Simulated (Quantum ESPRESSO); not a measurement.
# GaP (F-43m) in Quantum ESPRESSO: convergence with SCF threshold

Aim: find how far SCF threshold must go before the results for GaP settle, at PBEsol. This setting moves, with any that are tied to it; all else stays.

Program: Quantum ESPRESSO 7.5. These are calculated values, not measurements. Logs are shortened: lines on timing, memory, paths and dates and some standing lists are left out, and cuts for length are marked.

### 1 Starting point

The structure is cubic, space group F-43m (No. 216). Conventional cell: a = 5.451 Å, b = 5.451 Å, c = 5.451 Å, α = 90.00°, β = 90.00°, γ = 90.00°. Ga (site symmetry -43m) has 4 P at 2.36 Å as nearest neighbours. P (site symmetry -43m) has 4 Ga at 2.36 Å as nearest neighbours.

### 2 With SCF threshold 0.001 Ry

Contents of pw.in:

```
&CONTROL
  calculation = 'scf'
  prefix = 'pwscf'
  outdir = './tmp'
  pseudo_dir = './pseudo'
  tprnfor = .true.
  tstress = .true.
  disk_io = 'nowf'
/
&SYSTEM
  ibrav = 0
  nat = 2
  ntyp = 2
  ecutwfc = 45
  ecutrho = 360
  nbnd = 19
  occupations = 'smearing'
  smearing = 'mp'
  degauss = 0.00734986
/
&ELECTRONS
  conv_thr = 0.001
  electron_maxstep = 120
  mixing_beta = 0.5
/
ATOMIC_SPECIES
Ga    69.7230 ga_pbesol_v1.4.uspp.F.UPF
P     30.9738 p_pbesol_v1.5.uspp.F.UPF
CELL_PARAMETERS angstrom
   0.0000000000    2.7252500000    2.7252500000
   2.7252500000    0.0000000000    2.7252500000
   2.7252500000    2.7252500000    0.0000000000
ATOMIC_POSITIONS crystal
Ga     0.0000000000    0.0000000000    0.0000000000
P      0.7500000000    0.7500000000    0.7500000000
K_POINTS automatic
8 8 8 0 0 0
```

Potentials or basis: GBRV 1.5 PBEsol.

The run is started by

```bash
> OMP_NUM_THREADS=1 pw.x -in pw.in > pw.out
```

Run time: 10 s. Hardware: 1 thread of Arm Neoverse V1, shared host; peak memory 0.15 GiB.

Results:

```
Free energy            : -5857.6707 eV
Pressure               : -15.0 GPa
Band gap on the k mesh : 1.52 eV, indirect (least direct gap 1.74 eV)
```

### 3 With SCF threshold 0.0001 Ry

Changes to pw.in since step 2:

```diff
@@ -21,3 +21,3 @@
 &ELECTRONS
-  conv_thr = 0.001
+  conv_thr = 0.0001
   electron_maxstep = 120
```

Potentials or basis: GBRV 1.5 PBEsol.

The run is started by

```bash
> OMP_NUM_THREADS=1 pw.x -in pw.in > pw.out
```

Wall time 12 s (1 thread of Arm Neoverse V1, shared host); peak memory 0.15 GiB.

What came out:

| Item | Value |
| --- | --- |
| Free energy | -5857.6725 eV |
| Pressure | -21.4 GPa |
| Band gap on the k mesh | 1.52 eV, indirect (least direct gap 1.75 eV) |

### 4 With SCF threshold 1e-05 Ry

Changes to pw.in since step 3:

```diff
@@ -21,3 +21,3 @@
 &ELECTRONS
-  conv_thr = 0.0001
+  conv_thr = 1d-05
   electron_maxstep = 120
```

The run is started by

```bash
> OMP_NUM_THREADS=1 pw.x -in pw.in > pw.out
```

Wall time 13 s (1 thread of Arm Neoverse V1, shared host); peak memory 0.15 GiB.

What came out:

```
Free energy            : -5857.6731 eV
Pressure               : 2.3 GPa
Band gap on the k mesh : 1.52 eV, indirect (least direct gap 1.74 eV)
```

### 5 With SCF threshold 1e-06 Ry

Changes to pw.in since step 4:

```diff
@@ -21,3 +21,3 @@
 &ELECTRONS
-  conv_thr = 1d-05
+  conv_thr = 1d-06
   electron_maxstep = 120
```

The run is started by

```bash
> OMP_NUM_THREADS=1 pw.x -in pw.in > pw.out
```

Wall time 15 s (1 thread of Arm Neoverse V1, shared host); peak memory 0.15 GiB.

Results:

| Item | Value |
| --- | --- |
| Free energy | -5857.6731 eV |
| Pressure | 0.8 GPa |
| Band gap on the k mesh | 1.52 eV, indirect (least direct gap 1.74 eV) |

### 6 With SCF threshold 1e-07 Ry

Changes to pw.in since step 5:

```diff
@@ -21,3 +21,3 @@
 &ELECTRONS
-  conv_thr = 1d-06
+  conv_thr = 1d-07
   electron_maxstep = 120
```

Potentials or basis: GBRV 1.5 PBEsol.

The run is started by

```bash
> OMP_NUM_THREADS=1 pw.x -in pw.in > pw.out
```

Wall time 16 s (1 thread of Arm Neoverse V1, shared host); peak memory 0.15 GiB.

Results (log left out):

| Item | Value |
| --- | --- |
| Free energy | -5857.6732 eV |
| Pressure | -1.4 GPa |
| Band gap on the k mesh | 1.52 eV, indirect (least direct gap 1.74 eV) |

### 7 With SCF threshold 1e-08 Ry

Changes to pw.in since step 6:

```diff
@@ -21,3 +21,3 @@
 &ELECTRONS
-  conv_thr = 1d-07
+  conv_thr = 1d-08
   electron_maxstep = 120
```

The run is started by

```bash
> OMP_NUM_THREADS=1 pw.x -in pw.in > pw.out
```

Run time: 17 s. Hardware: 1 thread of Arm Neoverse V1, shared host; peak memory 0.15 GiB.

Results (log left out):

```
Free energy            : -5857.6732 eV
Pressure               : -1.1 GPa
Band gap on the k mesh : 1.52 eV, indirect (least direct gap 1.74 eV)
```

### 8 With SCF threshold 1e-10 Ry

Changes to pw.in since step 7:

```diff
@@ -21,3 +21,3 @@
 &ELECTRONS
-  conv_thr = 1d-08
+  conv_thr = 1d-10
   electron_maxstep = 120
```

The run is started by

```bash
> OMP_NUM_THREADS=1 pw.x -in pw.in > pw.out
```

It took 20 s on 1 thread of Arm Neoverse V1, shared host; peak memory 0.15 GiB.

Results (log left out):

```yaml
Free_energy: -5857.6732 eV
Pressure: -1.0 GPa
Band_gap_on_the_k_mesh: 1.52 eV, indirect (least direct gap 1.74 eV)
```

### 9 With SCF threshold 1e-12 Ry

Changes to pw.in since step 8:

```diff
@@ -21,3 +21,3 @@
 &ELECTRONS
-  conv_thr = 1d-10
+  conv_thr = 1d-12
   electron_maxstep = 120
```

Potentials or basis: GBRV 1.5 PBEsol.

The run is started by

```bash
> OMP_NUM_THREADS=1 pw.x -in pw.in > pw.out
```

pw.out:

```text
This program is part of the open-source Quantum ESPRESSO suite
     for quantum simulation of materials; please cite
         "P. Giannozzi et al., J. Phys.:Condens. Matter 21 395502 (2009);
         "P. Giannozzi et al., J. Phys.:Condens. Matter 29 465901 (2017);
         "P. Giannozzi et al., J. Chem. Phys. 152 154105 (2020);
     in publications or presentations arising from this work. More details at

     Message from routine setup:
     using ibrav=0 with symmetry is DISCOURAGED, use correct ibrav instead

     G-vector sticks info
     --------------------
     sticks:   dense  smooth     PW     G-vecs:    dense   smooth      PW
     Sum        1303     661    199                31283    11113    1917

     Using Slab Decomposition

     bravais-lattice index     =            0
     lattice parameter (alat)  =       7.2832  a.u.
     unit-cell volume          =     273.1780 (a.u.)^3
     number of atoms/cell      =            2
     number of atomic types    =            2
     number of electrons       =        24.00
     number of Kohn-Sham states=           19
     kinetic-energy cutoff     =      45.0000  Ry
     charge density cutoff     =     360.0000  Ry
     scf convergence threshold =      1.0E-12
     mixing beta               =       0.5000
     number of iterations used =            8  plain     mixing
     Exchange-correlation= SLA  PW   PSX  PSC
                           (   1   4  10   8   0   0   0)

     celldm(1)=   7.283166  celldm(2)=   0.000000  celldm(3)=   0.000000
     celldm(4)=   0.000000  celldm(5)=   0.000000  celldm(6)=   0.000000

     crystal axes: (cart. coord. in units of alat)
               a(1) = (   0.000000   0.707107   0.707107 )
               a(2) = (   0.707107   0.000000   0.707107 )
               a(3) = (   0.707107   0.707107   0.000000 )

     reciprocal axes: (cart. coord. in units 2 pi/alat)
               b(1) = ( -0.707107  0.707107  0.707107 )
[... 120 lines left out ...]

     iteration #  6     ecut=    45.00 Ry     beta= 0.50
     Davidson diagonalization with overlap
     c_bands:  1 eigenvalues not converged
     ethr =  6.00E-07,  avg # of iterations =  7.8

     total energy              =    -430.53101067 Ry
     estimated scf accuracy    <       0.00008541 Ry

     iteration #  7     ecut=    45.00 Ry     beta= 0.50
     Davidson diagonalization with overlap
     ethr =  3.56E-07,  avg # of iterations =  2.0
[... 39 lines left out ...]
     iteration # 13     ecut=    45.00 Ry     beta= 0.50
     Davidson diagonalization with overlap
     ethr =  1.00E-13,  avg # of iterations =  5.0

     End of self-consistent calculation

          k = 0.0000 0.0000 0.0000 (  1411 PWs)   bands (ev):

   -86.2221 -86.2221 -86.2221  -6.8634  -6.8634  -6.8634  -6.7617  -6.7617
    -4.8881   7.6360   7.6360   7.6360   9.3768  11.4591  11.4591  11.4591
    16.2094  17.3299  17.3299
[... 111 lines left out ...]
   -86.2218 -86.2217 -86.2217  -6.9674  -6.8168  -6.8060  -6.7817  -6.7493
    -1.9179   1.0424   3.6427   5.3588   9.7080  12.3524  15.7987  15.8164
    16.8345  17.9255  22.1829

          k =-0.7071 0.0000 0.0000 (  1362 PWs)   bands (ev):

   -86.2213 -86.2213 -86.2213  -6.9835  -6.7988  -6.7968  -6.7968  -6.7396
    -1.8829   0.8305   4.9263   4.9263   9.1538   9.3520  18.1668  18.1668
    18.6985  19.9232  20.4614

          k = 0.3536 0.1768 0.0000 (  1389 PWs)   bands (ev):
[... 31 lines left out ...]
   -86.2219 -86.2218 -86.2216  -6.9572  -6.8285  -6.8108  -6.7727  -6.7550
    -2.2019   1.3720   3.7126   5.2864  11.1705  13.0399  13.1451  15.6226
    16.4681  18.2034  22.3274

          k =-0.7071 0.1768-0.0000 (  1390 PWs)   bands (ev):

   -86.2217 -86.2217 -86.2216  -6.9745  -6.8098  -6.8017  -6.7874  -6.7449
    -1.8358   0.9282   4.4320   4.5032  10.2855  10.4890  16.0487  16.1455
    19.0375  19.4457  20.9982

          k =-0.7071 0.3536 0.0000 (  1384 PWs)   bands (ev):

   -86.2217 -86.2216 -86.2216  -6.9638  -6.8244  -6.8025  -6.7776  -6.7529
    -1.7870   1.0407   4.0113   4.1627  12.2332  12.4592  13.6508  13.6622
    19.1379  19.4162  21.2645

     the Fermi energy is     8.6530 ev

!    total energy              =    -430.53103571 Ry
     estimated scf accuracy    <          1.4E-13 Ry
     smearing contrib. (-TS)   =       0.00000000 Ry
     internal energy E=F+TS    =    -430.53103571 Ry

     The total energy is F=E-TS. E is the sum of the following terms:
     one-electron contribution =    -396.44795705 Ry
     hartree contribution      =     206.43221730 Ry
     xc contribution           =     -53.90039234 Ry
     ewald contribution        =    -186.61490361 Ry

     convergence has been achieved in  13 iterations

     Forces acting on atoms (cartesian axes, Ry/au):

     atom    1 type  1   force =     0.00000000   -0.00000000   -0.00000000
     atom    2 type  2   force =    -0.00000000    0.00000000    0.00000000

     Total force =     0.000000     Total SCF correction =     0.000000

     Computing stress (Cartesian axis) and pressure

          total   stress  (Ry/bohr**3)                   (kbar)     P=       -9.83
  -0.00006683   0.00000000   0.00000000           -9.83        0.00        0.00
   0.00000000  -0.00006683   0.00000000            0.00       -9.83        0.00
   0.00000000   0.00000000  -0.00006683            0.00        0.00       -9.83

=------------------------------------------------------------------------------=
   JOB DONE.
=------------------------------------------------------------------------------=
```

It took 21 s on 1 thread of Arm Neoverse V1, shared host; peak memory 0.15 GiB.

Results:

```yaml
Free_energy: -5857.6732 eV
Pressure: -1.0 GPa
Band_gap_on_the_k_mesh: 1.52 eV, indirect (least direct gap 1.74 eV)
```

### 10 Summary

| SCF threshold | energy less the tightest run, at zero smearing (meV/atom) | pressure (GPa) | gap on the mesh (eV) | SCF cycles | CPU time (s) | peak memory (GiB) |
| --- | --- | --- | --- | --- | --- | --- |
| 0.001 Ry | 1.23 | -14.99 | 1.523 | 5 | 10 | 0.15 |
| 0.0001 Ry | 0.35 | -21.35 | 1.523 | 6 | 12 | 0.15 |
| 1e-05 Ry | 0.01 | 2.30 | 1.519 | 7 | 13 | 0.15 |
| 1e-06 Ry | 0.00 | 0.85 | 1.518 | 8 | 15 | 0.15 |
| 1e-07 Ry | 0.00 | -1.38 | 1.518 | 9 | 16 | 0.15 |
| 1e-08 Ry | 0.00 | -1.13 | 1.518 | 10 | 17 | 0.15 |
| 1e-10 Ry | 0.00 | -0.98 | 1.518 | 12 | 20 | 0.15 |
| 1e-12 Ry | 0.00 | -0.98 | 1.518 | 13 | 21 | 0.15 |

Against the tightest run, the energy stays within 1 meV/atom from 0.0001 Ry on; the pressure stays within 0.1 GPa from 1e-10 Ry on; the gap on the mesh stays within 0.01 eV from 0.001 Ry on. The tightest run that finished is the yardstick and may itself not be fully converged.

Caveats: this smearing can shift energies of a crystal with a gap.
